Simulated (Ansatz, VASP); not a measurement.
**Two plane-wave programs on Tl**

```
Tl
1.0
     3.85071    0.00000    0.00000
     0.00000    3.85071    0.00000
     0.00000    0.00000   22.77607
Tl
4
Cartesian
  1.9254 1.9254 8.5000
  0.0000 0.0000 10.4254
  1.9254 1.9254 12.3405
  0.0000 0.0000 14.1308
```

Alike in both runs: functional PBEsol; k mesh 8 × 8 × 1; occupations gaussian, width 0.1 eV; no spin polarisation.

Ansatz relaxed the structure, and its values are those at the end. VASP's run is a single point on that final structure, the one shown.

```csv
,VASP,Ansatz
version,VASP 6.6.1,Ansatz 0.2.0
potentials or method,"VASP PAW PBE potentials, release 64 (Tl_d)","scalar-relativistic, plane waves, PAW"
plane-wave cutoff (eV),520,420
valence electrons in the cell,52,52
```

|  | VASP | Ansatz | Ansatz less VASP |
| --- | --- | --- | --- |
| gap on the k mesh at the Fermi level (eV) | none | none | - |
| rms of the force components (eV/Å) | 0.088 | 0.088 | +0.0002 |
| work function, face that differs most (eV) | 3.56 | 3.64 | +0.084 |

A gap of «none» marks a metal or a gap that the smearing closes.

Caveats: the PAW data sets were made with another functional, which shifts forces and pressure a little (VASP). The runs have no spin-orbit coupling, so splittings on Tl are missing.
